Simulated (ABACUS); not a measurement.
# NaI (Fm-3m) in ABACUS: notebook

Runs on NaI. Level: PBE. Tasks: single point.

Program: ABACUS 3.10.1. These are calculated values, not measurements. Logs are shortened: lines on timing, memory, paths and dates and some standing lists are left out, and cuts for length are marked.

### 1 The structure

The structure is cubic, space group Fm-3m (No. 225). Conventional cell: a = 6.473 Å, b = 6.473 Å, c = 6.473 Å, α = 90.00°, β = 90.00°, γ = 90.00°. I (site symmetry m-3m) is surrounded by 6 Na at 3.24 Å. Around Na (site symmetry m-3m) lie 6 I at 3.24 Å.

### 2 Single point, PBE

INPUT reads:

```
INPUT_PARAMETERS
suffix              NaI
calculation         scf
basis_type          lcao
pseudo_dir          ./
orbital_dir         ./
symmetry            1
dft_functional      pbe
ecutwfc             100
pseudo_rcut         10
nspin               1
nbands              12
ks_solver           genelpa
smearing_method     fd
smearing_sigma      0.00367493
scf_thr             1e-07
scf_nmax            100
mixing_type         broyden
mixing_beta         0.7
cal_force           1
cal_stress          1
out_mul             1
```

STRU reads:

```
ATOMIC_SPECIES
I 126.9045 I.upf
Na 22.9898 Na.upf

NUMERICAL_ORBITAL
I_confined-atom_8au_2s2p1d.orb
Na_confined-atom_9au_3s2p1d.orb

LATTICE_CONSTANT
1.8897261246

LATTICE_VECTORS
0.0000000000 3.2364000000 3.2364000000
3.2364000000 0.0000000000 3.2364000000
3.2364000000 3.2364000000 0.0000000000

ATOMIC_POSITIONS
Direct

I
0.0
1
0.5000000000 0.5000000000 0.5000000000 1 1 1

Na
0.0
1
0.0000000000 0.0000000000 0.0000000000 1 1 1
```

KPT reads:

```
K_POINTS
0
Gamma
7 7 7 0 0 0
```

Potentials or basis: PseudoDojo NC SR 0.4.1 PBE standard, DZP LCAO (the cutoffs set its grid).

Launch:

```console
OMP_NUM_THREADS=1 mpirun -np 4 abacus > log
```

running log:

```text
ABACUS v3.10.1

               Atomic-orbital Based Ab-initio Computation at UStc

 ------------------------------------------------------------------------------------

 READING GENERAL INFORMATION
                           global_out_dir = OUT.NaI/
                           global_in_card = INPUT
                               pseudo_dir = ./
[... 8 lines left out ...]

 READING ATOM TYPE 1
                               atom label = I
                      L=0, number of zeta = 2
                      L=1, number of zeta = 2
                      L=2, number of zeta = 1
             number of atom for this type = 1

 READING ATOM TYPE 2
                               atom label = Na
                      L=0, number of zeta = 3
                      L=1, number of zeta = 2
                      L=2, number of zeta = 1
             number of atom for this type = 1

                        TOTAL ATOM NUMBER = 2
DIRECT COORDINATES
    atom                   x                   y                   z     mag                  vx                  vy                  vz
taud_I1            0.5000000000        0.5000000000        0.5000000000  0.0000        0.0000000000        0.0000000000        0.0000000000
taud_Na1            0.0000000000        0.0000000000        0.0000000000  0.0000        0.0000000000        0.0000000000        0.0000000000

                          Volume (Bohr^3) = 457.523
                             Volume (A^3) = 67.7979

 Lattice vectors: (Cartesian coordinate: in unit of a_0)
                   +0             +3.2364             +3.2364
              +3.2364                  +0             +3.2364
              +3.2364             +3.2364                  +0
 Reciprocal vectors: (Cartesian coordinate: in unit of 2 pi/a_0)
            -0.154493           +0.154493           +0.154493
            +0.154493           -0.154493           +0.154493
            +0.154493           +0.154493           -0.154493
 The esolver type has been set to : ksdft_lcao

                PAO radial cut off (Bohr) = 10

 Read in pseudopotential file is I.upf
                     pseudopotential type = NC
          exchange-correlation functional = PBE
                 nonlocal core correction = 1
                        valence electrons = 7
                                     lmax = 2
                           number of zeta = 2
                     number of projectors = 6
                           L of projector = 0
[... 5 lines left out ...]
                PAO radial cut off (Bohr) = 10

 Read in pseudopotential file is Na.upf
                     pseudopotential type = NC
          exchange-correlation functional = PBE
[... 176 lines left out ...]
                                  max_tau = [ 29.1, 29.1, 29.1 ]
                                BoxNumber = [ 9, 9, 9 ]

 SETUP EXTENDED REAL SPACE GRID FOR GRID INTEGRATION
                          real space grid = [ 60, 60, 60 ]
                 big cell numbers in grid = [ 20, 20, 20 ]
             meshcell numbers in big cell = [ 3, 3, 3 ]
                        extended fft grid = [ 26, 26, 26 ]
                dimension of extened grid = [ 73, 73, 73 ]
                            UnitCellTotal = 125
              Atom number in sub-FFT-grid = 2
    Local orbitals number in sub-FFT-grid = 27
                                ParaV.nnr = 11858
                                 init_chg = atomic

 LCAO ALGORITHM --------------- ION=   1  ELEC=   1--------------------------------

 Density error is 0.0422724942149
----------------------------------------------------------
     Energy           Rydberg                 eV
----------------------------------------------------------
 E_KohnSham     -117.4848398626      -1598.4632507490
 E_Harris       -117.8928310573      -1604.0142557308
 E_Fermi        0.2625425987         3.5720753096
----------------------------------------------------------
[... 80 lines left out ...]
 Density error is 1.26949862243e-08
----------------------------------------------------------
     Energy           Rydberg                 eV
----------------------------------------------------------
 E_KohnSham     -117.4873926286      -1598.4979829120
 E_KS(sigma->0) -117.4873926286      -1598.4979829120
 E_Harris       -117.4873925520      -1598.4979818704
 E_band         -17.2194357761       -234.2824429007
 E_one_elec     -78.6209242550       -1069.6925518948
 E_Hartree      42.8662067601        583.2246635834
 E_xc           -21.7793356034       -296.3230628611
 E_Ewald        -59.9533395302       -815.7070317395
 E_entropy(-TS) -0.0000000000        -0.0000000000
 E_descf        0.0000000000         0.0000000000
 E_exx          0.0000000000         0.0000000000
 E_Fermi        0.2648275354         3.6031634685
----------------------------------------------------------

 charge density convergence is achieved
 final etot is -1598.4979829 eV
 EFERMI = 3.6031634685 eV

 STATE ENERGY(eV) AND OCCUPATIONS    NSPIN == 1
 1/20 kpoint (Cartesian) = 0.0000 0.0000 0.0000 (1931 pws)
       1       -48.7823     0.00583090
       2       -20.7036     0.00583090
       3       -20.7036     0.00583090
       4       -20.7036     0.00583090
       5       -9.18707     0.00583090
       6        1.83581     0.00583090
       7        1.83581     0.00583090
       8        1.83581     0.00583090
       9        5.56712    5.09322e-20
      10        11.1835    8.39371e-69
      11        11.1835    8.39371e-69
      12        11.1835    8.39371e-69
[... 57 lines left out ...]
 6/20 kpoint (Cartesian) = 0.022070 0.066211 0.022070 (1926 pws)
       1       -48.7823       0.139942
       2       -20.7062       0.139942
       3       -20.7042       0.139942
       4       -20.7041       0.139942
       5       -9.01002       0.139942
       6       0.563722       0.139942
       7        1.52757       0.139942
       8        1.53355       0.139942
       9        7.27779    1.69264e-33
      10        9.43589    3.04472e-52
      11        10.2387    3.23816e-59
      12        10.8615    1.26183e-64

[... levels at 14 further k points ...]

 correction force for each atom along direction 1 is 2.40108e-14
 correction force for each atom along direction 2 is -1.72324e-14
 correction force for each atom along direction 3 is -3.07016e-14
------------------------------------------------------------------------------------------
 TOTAL-FORCE (eV/Angstrom)
------------------------------------------------------------------------------------------
                        I1         0.0000000000         0.0000000000         0.0000000000
                       Na1         0.0000000000         0.0000000000         0.0000000000
------------------------------------------------------------------------------------------

----------------------------------------------------------------
 TOTAL-STRESS (KBAR)
----------------------------------------------------------------
         4.5651047897        -0.0000000000        -0.0000000000
        -0.0000000000         4.5651047897        -0.0000000000
        -0.0000000000         0.0000000000         4.5651047897
----------------------------------------------------------------
 TOTAL-PRESSURE: 4.565105 KBAR

 --------------------------------------------
 !FINAL_ETOT_IS -1598.4979829119736223 eV
 --------------------------------------------
```

Wall time 5.5 s (4 MPI ranks of AMD EPYC 7B13 (Zen 3), shared host); peak memory 0.48 GiB.

Results:

```yaml
Free_energy: -1598.4980 eV
Pressure: 0.5 GPa
Band_gap_on_the_k_mesh: 3.73 eV, direct
Mulliken_charges: I -0.66; Na +0.66 e
```

Caveat: the atomic orbitals were generated for these runs and aren't a published set; Mulliken charges move with the basis; spin-orbit coupling is left out, which moves the levels of the heavy elements; the basis of atomic orbitals isn't converged, which shifts pressures, moduli and gaps.

### 3 Single point, PBE (atoms moved at random, drawn with an rms of 0.05 Å)

INPUT: that of step 2 with these lines changed.

```diff
@@ -22 +22,4 @@
 out_mul             1
+out_chg             1
+out_pot             2
+out_elf             1
```

STRU: that of step 2 with these lines changed.

```diff
@@ -22,3 +22,3 @@
 1
-0.5000000000 0.5000000000 0.5000000000 1 1 1
+0.5002340000 0.5001800000 0.4969770000 1 1 1
 
@@ -27,2 +27,2 @@
 1
-0.0000000000 0.0000000000 0.0000000000 1 1 1
+0.0117890000 0.0048040000 -0.0069950000 1 1 1
```

KPT is that of step 2.

Potentials or basis: PseudoDojo NC SR 0.4.1 PBE standard, DZP LCAO (the cutoffs set its grid).

Launch:

```console
OMP_NUM_THREADS=1 mpirun -np 4 abacus > log
```

Wall time 8.2 s (4 MPI ranks of AMD EPYC 7B13 (Zen 3), shared host); peak memory 0.6 GiB.

It converged, with:

- Free energy: -1598.4962 eV
- Pressure: 0.5 GPa
- Largest force: 0.055 eV/Å
- Band gap on the k mesh: 3.73 eV, direct
- Mulliken charges: I -0.66; Na +0.66 e

Forces on the atoms (eV/Å):
```
I    0.002  0.022  0.050
Na  -0.002 -0.022 -0.050
```

Levels at points of the mesh, in eV from the valence-band top:
```tsv
k point	band 6	band 7	band 8	band 9	band 10	band 11
(0.00, 0.00, 0.00)	0.00	0.00	0.00	3.73	9.34	9.34
```

Caveat: the atomic orbitals were generated for these runs and aren't a published set; Mulliken charges move with the basis; spin-orbit coupling is left out, which moves the levels of the heavy elements; the basis of atomic orbitals isn't converged, which shifts pressures, moduli and gaps.

### 4 Single point, PBE

INPUT is that of step 3.

STRU reads:

```
ATOMIC_SPECIES
I 126.9045 I.upf
Na 22.9898 Na.upf

NUMERICAL_ORBITAL
I_confined-atom_8au_3s3p2d1f.orb
Na_confined-atom_9au_4s3p2d1f.orb

LATTICE_CONSTANT
1.8897261246

LATTICE_VECTORS
0.0000000000 3.2364000000 3.2364000000
3.2364000000 0.0000000000 3.2364000000
3.2364000000 3.2364000000 0.0000000000

ATOMIC_POSITIONS
Direct

I
0.0
1
0.5000000000 0.5000000000 0.5000000000 1 1 1

Na
0.0
1
0.0000000000 0.0000000000 0.0000000000 1 1 1
```

KPT is that of step 3.

Potentials or basis: PseudoDojo NC SR 0.4.1 PBE standard, TZDP LCAO (the cutoffs set its grid).

Launch:

```console
OMP_NUM_THREADS=1 mpirun -np 4 abacus > log
```

Wall time 14 s (4 MPI ranks of AMD EPYC 7B13 (Zen 3), shared host); peak memory 0.64 GiB.

The run converged. Its results:

- Free energy: -1598.5365 eV
- Pressure: 0.5 GPa
- Band gap on the k mesh: 3.65 eV, direct
- Mulliken charges: I -0.40; Na +0.40 e

Levels at points of the mesh, in eV from the valence-band top:
```csv
k point,band 4,band 5,band 6,band 7,band 8,band 9,band 10,band 11,band 12
"(0.00, 0.00, 0.00)",-22.47,-11.02,0.00,0.00,0.00,3.65,7.98,7.98,7.98
```

Caveat: the atomic orbitals were generated for these runs and aren't a published set; Mulliken charges move with the basis; spin-orbit coupling is left out, which moves the levels of the heavy elements; the basis of atomic orbitals isn't converged, which shifts pressures, moduli and gaps. A hybrid or GW would open this gap; PBE tends to underestimate it.

### 5 Summary

```csv
potentials or basis,cell,gap on the mesh (eV),pressure (GPa)
"PseudoDojo NC SR 0.4.1 PBE standard, DZP LCAO (the cutoffs set its grid)",as given,3.73,0.5
"PseudoDojo NC SR 0.4.1 PBE standard, DZP LCAO (the cutoffs set its grid)","atoms moved at random, drawn with an rms of 0.05 Å",3.73,0.5
"PseudoDojo NC SR 0.4.1 PBE standard, TZDP LCAO (the cutoffs set its grid)",as given,3.65,0.5
```

Alike in all rows: task single point; level PBE; no spin polarisation; k mesh 7 × 7 × 7; cutoff (eV) 1361; smearing fermi-dirac 0.05 eV.

Caveats: the atomic orbitals were generated for these runs and aren't a published set; spin-orbit coupling is left out, which moves the levels of the heavy elements; the basis of atomic orbitals isn't converged, which shifts pressures, moduli and gaps.

Total energies depend on the potentials used, so only differences within one code and one set of settings carry meaning.
